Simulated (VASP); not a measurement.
# MgO (Fm-3m) in VASP: a series of runs

One crystal, MgO, is run at these levels: r2SCAN, TB-mBJ; tasks: band structure.

All numbers are computed with VASP 6.6.1; they aren't measurements. Logs are shortened: lines on timing, memory, paths and dates and some standing lists are left out, and cuts for length are marked.

**The experiment to reproduce.**

“Electronic structure of alkaline earth and post-transition metal oxides”, 2009, arxiv:0908.1581 quotes, for a bulk crystal of MgO: band gap 7.83 eV.

How close the calculation comes is told below.

### 1 Starting point

Symmetry: Fm-3m, No. 225, cubic system. Conventional cell: a = 4.194 Å, b = 4.194 Å, c = 4.194 Å, α = 90.00°, β = 90.00°, γ = 90.00°. Around Mg (site symmetry m-3m) lie 6 O at 2.10 Å. O (site symmetry m-3m) has 6 Mg at 2.10 Å as nearest neighbours.

The cell is a database's computed one.

### 2 Band structure, r2SCAN

Contents of INCAR:

```
SYSTEM = MgO
ALGO     = Normal         ! electronic algorithm
EDIFF    = 1E-6           ! SCF threshold, eV
ENCUT    = 520            ! plane-wave cutoff, eV
ISIF     = 2              ! what is computed and relaxed
ISMEAR   = 0              ! smearing method
LASPH    = .TRUE.         ! aspherical terms in the spheres
LCHARG   = .FALSE.        ! write CHGCAR
LMIXTAU  = .TRUE.       
LREAL    = .FALSE.        ! projectors in reciprocal space
LWAVE    = .FALSE.        ! write WAVECAR
METAGGA  = R2SCAN         ! meta-GGA
NBANDS   = 11             ! bands
NELM     = 80             ! most SCF steps
PREC     = Accurate       ! precision mode
SIGMA    = 0.02           ! smearing width, eV
```

Contents of KPOINTS:

```
k-points
0
G
  12 12 12
  0 0 0
```

Contents of POSCAR:

```
MgO
1.0
    0.0000000000      2.0970013927      2.0970013927
    2.0970013927      0.0000000000      2.0970013927
    2.0970013927      2.0970013927      0.0000000000
Mg O
1 1
Direct
    0.0000000000      0.0000000000      0.0000000000
    0.5000000000      0.5000000000      0.5000000000
```

Contents of KPOINTS_OPT:

```
path GXWKGLUWLK,UX
10
line-mode
reciprocal
 0.0000000000  0.0000000000  0.0000000000  G
 0.5000000000  0.0000000000  0.5000000000  X

 0.5000000000  0.0000000000  0.5000000000  X
 0.5000000000  0.2500000000  0.7500000000  W

 0.5000000000  0.2500000000  0.7500000000  W
 0.3750000000  0.3750000000  0.7500000000  K

 0.3750000000  0.3750000000  0.7500000000  K
 0.0000000000  0.0000000000  0.0000000000  G

 0.0000000000  0.0000000000  0.0000000000  G
 0.5000000000  0.5000000000  0.5000000000  L

 0.5000000000  0.5000000000  0.5000000000  L
 0.6250000000  0.2500000000  0.6250000000  U

 0.6250000000  0.2500000000  0.6250000000  U
 0.5000000000  0.2500000000  0.7500000000  W

 0.5000000000  0.2500000000  0.7500000000  W
 0.5000000000  0.5000000000  0.5000000000  L

 0.5000000000  0.5000000000  0.5000000000  L
 0.3750000000  0.3750000000  0.7500000000  K

 0.6250000000  0.2500000000  0.6250000000  U
 0.5000000000  0.0000000000  0.5000000000  X
```

Potentials or basis: VASP PAW PBE potentials, release 64 (Mg, O).

Started as:

```
$ cat potpaw_PBE.64/Mg/POTCAR potpaw_PBE.64/O/POTCAR > POTCAR
$ mpirun -np 1 vasp_std > vasp.out
```

OUTCAR:

```text
SYSTEM = MgO
   EDIFF = 1E-6
   ENCUT = 520
   ISIF = 2
   ISMEAR = 0
   LASPH = .TRUE.
   LREAL = .FALSE.
   METAGGA = R2SCAN
   NELM = 80
   PREC = Accurate

 ion  position               nearest neighbor table
   1  0.000  0.000  0.000-   2 2.10   2 2.10   2 2.10   2 2.10   2 2.10   2 2.10
   2  0.500  0.500  0.500-   1 2.10   1 2.10   1 2.10   1 2.10   1 2.10   1 2.10

  LATTYP: Found a face centered cubic cell.
 ALAT       =     4.1940027854

  Lattice vectors:

 A1 = (   0.0000000000,   2.0970013927,   2.0970013927)
 A2 = (   2.0970013927,   0.0000000000,   2.0970013927)
 A3 = (   2.0970013927,   2.0970013927,   0.0000000000)

Analysis of symmetry for initial positions (statically):
=====================================================================
 Subroutine PRICEL returns:
 Original cell was already a primitive cell.

 Routine SETGRP: Setting up the symmetry group for a
 face centered cubic supercell.

 Subroutine GETGRP returns: Found 48 space group operations
 (whereof 48 operations were pure point group operations)
 out of a pool of 48 trial point group operations.

The static configuration has the point symmetry O_h .

Analysis of symmetry for dynamics (positions and initial velocities):
=====================================================================
 Subroutine PRICEL returns:
 Original cell was already a primitive cell.

 Routine SETGRP: Setting up the symmetry group for a
 face centered cubic supercell.

 Subroutine GETGRP returns: Found 48 space group operations
 (whereof 48 operations were pure point group operations)
 out of a pool of 48 trial point group operations.

The dynamic configuration has the point symmetry O_h .

 Subroutine INISYM returns: Found 48 space group operations
 (whereof 48 operations are pure point group operations),
 and found     1 'primitive' translations

----------------------------------------------------------------------------------------

                                     Primitive cell

  volume of cell :      18.4428

  direct lattice vectors                    reciprocal lattice vectors
     0.000000000  2.097001393  2.097001393    -0.238435702  0.238435702  0.238435702
     2.097001393  0.000000000  2.097001393     0.238435702 -0.238435702  0.238435702
     2.097001393  2.097001393  0.000000000     0.238435702  0.238435702 -0.238435702

  length of vectors
     2.965607810  2.965607810  2.965607810     0.412982751  0.412982751  0.412982751

  position of ions in fractional coordinates (direct lattice)
     0.000000000  0.000000000  0.000000000
     0.500000000  0.500000000  0.500000000

  ion indices of the primitive-cell ions
   primitive index   ion index
                 1           1
                 2           2

----------------------------------------------------------------------------------------

 KPOINTS: k-points

Automatic generation of k-mesh.
 Grid dimensions read from file:
 generate k-points for:   12   12   12

 Generating k-lattice:

  Cartesian coordinates                     Fractional coordinates (reciprocal lattice)
    -0.019869642  0.019869642  0.019869642     0.083333333  0.000000000  0.000000000
     0.019869642 -0.019869642  0.019869642     0.000000000  0.083333333  0.000000000
     0.019869642  0.019869642 -0.019869642     0.000000000  0.000000000  0.083333333

  Length of vectors
     0.034415229  0.034415229  0.034415229

  Shift w.r.t. Gamma in fractional coordinates (k-lattice)
     0.000000000  0.000000000  0.000000000

 Subroutine IBZKPT returns following result:
 ===========================================

 Found     72 irreducible k-points:

 Following reciprocal coordinates:
            Coordinates               Weight
  0.000000  0.000000  0.000000      1.000000
  0.083333  0.000000  0.000000      8.000000
  0.166667  0.000000  0.000000      8.000000
  0.250000  0.000000  0.000000      8.000000
  0.333333  0.000000  0.000000      8.000000
  0.416667  0.000000  0.000000      8.000000
[... 16 lines left out ...]
  0.500000  0.166667  0.000000     24.000000
 -0.416667  0.166667  0.000000     24.000000
 [... further k-points ...]
   k-points           NKPTS =     72   k-points in BZ     NKDIM =     72   number of bands    NBANDS=     11
   number of dos      NEDOS =    301   number of ions     NIONS =      2
   total plane-waves  NPLWV =  13824
   dimension x,y,z NGX =    24 NGY =   24 NGZ =   24
   dimension x,y,z NGXF=    48 NGYF=   48 NGZF=   48
   ions per type =               1   1
   NGX,Y,Z   is equivalent  to a cutoff of  13.45, 13.45, 13.45 a.u.
   NGXF,Y,Z  is equivalent  to a cutoff of  26.91, 26.91, 26.91 a.u.
 SYSTEM =  MgO
   PREC   = accura    normal or accurate (medium, high low for compatibility)
   ISTART =      0    job   : 0-new  1-cont  2-samecut
   ICHARG =      2    charge: 1-file 2-atom 10-const
   ISPIN  =      1    spin polarized calculation?
   LNONCOLLINEAR =      F non collinear calculations
[... 58 lines left out ...]
 fundamental gap:      5.7354869390
 Fermi energy:         2.9999636391

 k-point     1 :       0.0000    0.0000    0.0000
  band No.  band energies     occupation
      1     -15.3959      2.00000
      2       2.8710      2.00000
      3       2.8710      2.00000
      4       2.8710      2.00000
      5       8.6065      0.00000
      6      19.7805      0.00000
      7      19.7805      0.00000
      8      19.7805      0.00000
      9      23.9629      0.00000
     10      25.7445      0.00000
     11      25.7445      0.00000

 k-point     2 :       0.0833    0.0000    0.0000
  band No.  band energies     occupation
      1     -15.3215      2.00000
      2       2.4167      2.00000
      3       2.8211      2.00000
      4       2.8211      2.00000
      5       9.0497      0.00000
      6      18.8263      0.00000
      7      19.9631      0.00000
      8      19.9631      0.00000
      9      25.2091      0.00000
     10      25.2091      0.00000
     11      25.2706      0.00000

 k-point     3 :       0.1667    0.0000    0.0000
  band No.  band energies     occupation
      1     -15.1117      2.00000
      2       1.3806      2.00000
      3       2.6880      2.00000
      4       2.6880      2.00000
      5      10.0226      0.00000
      6      17.4544      0.00000
      7      20.3998      0.00000
      8      20.3998      0.00000
      9      24.4876      0.00000
     10      24.4876      0.00000
     11      26.7744      0.00000

 k-point     4 :       0.2500    0.0000    0.0000
  band No.  band energies     occupation
      1     -14.8069      2.00000
      2       0.2091      2.00000
      3       2.5130      2.00000
      4       2.5130      2.00000
      5      10.9802      0.00000
      6      16.5902      0.00000
      7      20.7289      0.00000
      8      20.7289      0.00000
      9      24.4202      0.00000
     10      24.4202      0.00000
     11      26.5681      0.00000

 k-point     5 :       0.3333    0.0000    0.0000
  band No.  band energies     occupation
      1     -14.4768      2.00000
      2      -0.8273      2.00000
      3       2.3452      2.00000
      4       2.3452      2.00000
      5      11.5546      0.00000
      6      16.4164      0.00000
      7      20.6846      0.00000
      8      20.6846      0.00000
      9      25.2431      0.00000
     10      25.2431      0.00000
     11      26.0074      0.00000
[... 211 lines left out ...]
 k-point    21 :       0.3333    0.1667    0.0000
  band No.  band energies     occupation
      1     -14.5208      2.00000
      2      -0.2320      2.00000
      3       1.9827      2.00000
      4       2.1287      2.00000
      5      12.2379      0.00000
      6      15.4740      0.00000
      7      19.4850      0.00000
      8      21.3812      0.00000
      9      22.6004      0.00000
     10      27.1437      0.00000
     11      29.4771      0.00000

 k-point    22 :       0.4167    0.1667    0.0000
  band No.  band energies     occupation
      1     -14.2444      2.00000
      2      -0.9264      2.00000
      3       1.6630      2.00000
      4       2.0216      2.00000
      5      12.7302      0.00000
      6      15.7781      0.00000
      7      18.7858      0.00000
      8      21.3211      0.00000
      9      23.5164      0.00000
     10      27.7562      0.00000
     11      29.1730      0.00000

 k-point    23 :       0.5000    0.1667    0.0000
  band No.  band energies     occupation
      1     -14.0587      2.00000
      2      -1.3445      2.00000
      3       1.3998      2.00000
      4       1.9942      2.00000
      5      12.8895      0.00000
      6      16.3442      0.00000
      7      18.4042      0.00000
      8      21.1818      0.00000
      9      24.3024      0.00000
     10      27.8811      0.00000
     11      28.9283      0.00000

 k-point    24 :      -0.4167    0.1667    0.0000
  band No.  band energies     occupation
      1     -14.0301      2.00000
      2      -1.3906      2.00000
      3       1.2607      2.00000
      4       2.0528      2.00000
      5      12.9469      0.00000
      6      16.5231      0.00000
      7      18.3561      0.00000
      8      21.1368      0.00000
      9      25.0423      0.00000
     10      26.7505      0.00000
     11      28.7864      0.00000

 [... further k-points ...]
[... 5 lines left out ...]
  --------------------------------------------------------------------------------------
  -------------------------------------------------------------------------------------
  Total        0.0124124      0.0124124      0.0124124     -0.0000000      0.0000000      0.0000000
  in kB        1.0783034      1.0783034      1.0783034     -0.0000000      0.0000000      0.0000000
  external PRESSURE =       1.0783034 kB  Pullay stress =       0.0000000 kB

 VOLUME and BASIS-vectors are now :
 -----------------------------------------------------------------------------
  energy-cutoff  :      520.00
  volume of cell :       18.44
      direct lattice vectors                 reciprocal lattice vectors
     0.000000000  2.097001393  2.097001393    -0.238435702  0.238435702  0.238435702
     2.097001393  0.000000000  2.097001393     0.238435702 -0.238435702  0.238435702
     2.097001393  2.097001393  0.000000000     0.238435702  0.238435702 -0.238435702

 POSITION                                       TOTAL-FORCE (eV/Angst)
 -----------------------------------------------------------------------------------
      0.00000      0.00000      0.00000        -0.000000      0.000000     -0.000000
      2.09700      2.09700      2.09700         0.000000     -0.000000      0.000000
 -----------------------------------------------------------------------------------
    total drift:                               -0.000000     -0.000000      0.000000

  FREE ENERGIE OF THE ION-ELECTRON SYSTEM (eV)
  ---------------------------------------------------
  free  energy   TOTEN  =       -16.1613639559 eV

  energy  without entropy=      -16.1613639559  energy(sigma->0) =      -16.16136396
```

Wall time 2.7 min (1 thread of AMD EPYC 7R43 (Zen 3), shared host); peak memory 0.12 GiB.

Results:

| Item | Value |
| --- | --- |
| Free energy | -16.1614 eV |
| Pressure | 0.1 GPa |
| Band gap on the k mesh | 5.74 eV, direct |
| Band gap along the path | 5.74 eV, direct |

Levels at the corners of the path, in eV from the valence-band top:
| point | band 1 | band 2 | band 3 | band 4 | band 5 | band 6 | band 7 | band 8 | band 9 |
| --- | --- | --- | --- | --- | --- | --- | --- | --- | --- |
| Γ | -18.27 | 0.00 | 0.00 | 0.00 | 5.74 | 16.91 | 16.91 | 16.91 | 21.09 |
| X | -16.73 | -4.15 | -1.39 | -1.39 | 10.05 | 11.21 | 14.43 | 20.58 | 20.58 |
| X | -16.73 | -4.15 | -1.39 | -1.39 | 10.05 | 11.21 | 14.43 | 20.58 | 20.58 |
| W | -16.68 | -3.01 | -3.01 | -1.80 | 12.79 | 12.79 | 13.51 | 16.83 | 23.51 |
| W | -16.68 | -3.01 | -3.01 | -1.80 | 12.79 | 12.79 | 13.51 | 16.83 | 23.51 |
| K | -16.72 | -3.55 | -2.75 | -1.19 | 11.12 | 13.08 | 13.78 | 19.61 | 19.70 |
| K | -16.72 | -3.55 | -2.75 | -1.19 | 11.12 | 13.08 | 13.78 | 19.61 | 19.70 |
| Γ | -18.27 | 0.00 | 0.00 | 0.00 | 5.74 | 16.91 | 16.91 | 16.91 | 21.09 |
| Γ | -18.27 | 0.00 | 0.00 | 0.00 | 5.74 | 16.91 | 16.91 | 16.91 | 21.09 |
| L | -16.99 | -4.67 | -0.69 | -0.69 | 8.89 | 13.96 | 17.56 | 17.56 | 22.58 |
| L | -16.99 | -4.67 | -0.69 | -0.69 | 8.89 | 13.96 | 17.56 | 17.56 | 22.58 |
| U | -16.72 | -3.55 | -2.75 | -1.19 | 11.12 | 13.08 | 13.78 | 19.61 | 19.70 |
| U | -16.72 | -3.55 | -2.75 | -1.19 | 11.12 | 13.08 | 13.78 | 19.61 | 19.70 |
| W | -16.68 | -3.01 | -3.01 | -1.80 | 12.79 | 12.79 | 13.51 | 16.83 | 23.51 |
| W | -16.68 | -3.01 | -3.01 | -1.80 | 12.79 | 12.79 | 13.51 | 16.83 | 23.51 |
| L | -16.99 | -4.67 | -0.69 | -0.69 | 8.89 | 13.96 | 17.56 | 17.56 | 22.58 |
| L | -16.99 | -4.67 | -0.69 | -0.69 | 8.89 | 13.96 | 17.56 | 17.56 | 22.58 |
| K | -16.72 | -3.55 | -2.75 | -1.19 | 11.12 | 13.08 | 13.78 | 19.61 | 19.70 |
| U | -16.72 | -3.55 | -2.75 | -1.19 | 11.12 | 13.08 | 13.78 | 19.61 | 19.70 |
| X | -16.73 | -4.15 | -1.39 | -1.39 | 10.05 | 11.21 | 14.43 | 20.58 | 20.58 |

Caveat: the PAW data sets were made with another functional, which shifts forces and pressure a little.

### 3 Band structure, TB-mBJ

POSCAR is that of step 2.

Contents of INCAR.step1:

```
SYSTEM = MgO
ALGO     = Normal         ! electronic algorithm
EDIFF    = 1E-5           ! SCF threshold, eV
ENCUT    = 520            ! plane-wave cutoff, eV
GGA      = PE             ! functional
ISIF     = 2              ! what is computed and relaxed
ISMEAR   = 0              ! smearing method
LASPH    = .TRUE.         ! aspherical terms in the spheres
LCHARG   = .FALSE.        ! write CHGCAR
LREAL    = .FALSE.        ! projectors in reciprocal space
LWAVE    = .TRUE.         ! write WAVECAR
NBANDS   = 11             ! bands
NELM     = 80             ! most SCF steps
PREC     = Accurate       ! precision mode
SIGMA    = 0.02           ! smearing width, eV
```

Contents of INCAR.step2:

```
SYSTEM = MgO
ALGO     = Normal         ! electronic algorithm
EDIFF    = 1E-6           ! SCF threshold, eV
ENCUT    = 520            ! plane-wave cutoff, eV
ISIF     = 2              ! what is computed and relaxed
ISMEAR   = 0              ! smearing method
ISTART   = 1            
LASPH    = .TRUE.         ! aspherical terms in the spheres
LCHARG   = .FALSE.        ! write CHGCAR
LREAL    = .FALSE.        ! projectors in reciprocal space
LWAVE    = .FALSE.        ! write WAVECAR
METAGGA  = MBJ            ! meta-GGA
NBANDS   = 11             ! bands
NELM     = 80             ! most SCF steps
PREC     = Accurate       ! precision mode
SIGMA    = 0.02           ! smearing width, eV
```

KPOINTS is that of step 2.

KPOINTS_OPT is that of step 2.

Potentials or basis: VASP PAW PBE potentials, release 64 (Mg, O).

Started as:

```
$ cat potpaw_PBE.64/Mg/POTCAR potpaw_PBE.64/O/POTCAR > POTCAR
$ cp INCAR.step1 INCAR
$ mpirun -np 1 vasp_std > vasp.out
$ cp INCAR.step2 INCAR
$ mpirun -np 1 vasp_std > vasp.out
```

Run time: 2.4 min. Hardware: 1 thread of AMD EPYC 7R43 (Zen 3), shared host; peak memory 0.13 GiB.

It converged, with:

```
Band gap on the k mesh  : 6.90 eV, direct
Band gap along the path : 6.90 eV, direct
```

Levels at the corners of the path, in eV from the valence-band top:
```tsv
point	band 1	band 2	band 3	band 4	band 5	band 6	band 7	band 8	band 9
Γ	-18.30	0.00	0.00	0.00	6.90	17.96	17.96	17.96	22.67
X	-17.09	-3.55	-1.21	-1.21	11.52	12.40	15.69	21.99	21.99
X	-17.09	-3.55	-1.21	-1.21	11.52	12.40	15.69	21.99	21.99
W	-17.05	-2.55	-2.55	-1.54	14.03	14.03	14.63	17.95	24.75
W	-17.05	-2.55	-2.55	-1.54	14.03	14.03	14.63	17.95	24.75
K	-17.07	-3.02	-2.33	-1.03	12.44	14.21	15.01	20.80	20.88
K	-17.07	-3.02	-2.33	-1.03	12.44	14.21	15.01	20.80	20.88
Γ	-18.30	0.00	0.00	0.00	6.90	17.96	17.96	17.96	22.67
Γ	-18.30	0.00	0.00	0.00	6.90	17.96	17.96	17.96	22.67
L	-17.28	-4.00	-0.60	-0.60	10.21	15.15	18.53	18.53	24.12
L	-17.28	-4.00	-0.60	-0.60	10.21	15.15	18.53	18.53	24.12
U	-17.07	-3.02	-2.33	-1.03	12.44	14.21	15.01	20.80	20.88
U	-17.07	-3.02	-2.33	-1.03	12.44	14.21	15.01	20.80	20.88
W	-17.05	-2.55	-2.55	-1.54	14.03	14.03	14.63	17.95	24.75
W	-17.05	-2.55	-2.55	-1.54	14.03	14.03	14.63	17.95	24.75
L	-17.28	-4.00	-0.60	-0.60	10.21	15.15	18.53	18.53	24.12
L	-17.28	-4.00	-0.60	-0.60	10.21	15.15	18.53	18.53	24.12
K	-17.07	-3.02	-2.33	-1.03	12.44	14.21	15.01	20.80	20.88
U	-17.07	-3.02	-2.33	-1.03	12.44	14.21	15.01	20.80	20.88
X	-17.09	-3.55	-1.21	-1.21	11.52	12.40	15.69	21.99	21.99
```

Caveat: the PAW data sets were made with another functional, which shifts forces and pressure a little.

### 4 Comparison with measurements

Step 2. Against the measured gap of MgO, 7.83 eV (quoted in “Electronic structure of alkaline earth and post-transition metal oxides”, 2009, arxiv:0908.1581), the calculated 5.74 eV is off by -2.09 eV. The value is that of r2SCAN, without temperature or zero-point motion. The cell is a database's relaxed one, not the measured one, which moves gaps too.

Step 3. Against the measured gap of MgO, 7.83 eV (quoted in “Electronic structure of alkaline earth and post-transition metal oxides”, 2009, arxiv:0908.1581), the calculated 6.90 eV is off by -0.93 eV. The value is that of TB-mBJ, without temperature or zero-point motion. The cell is a database's relaxed one, not the measured one, which moves gaps too.
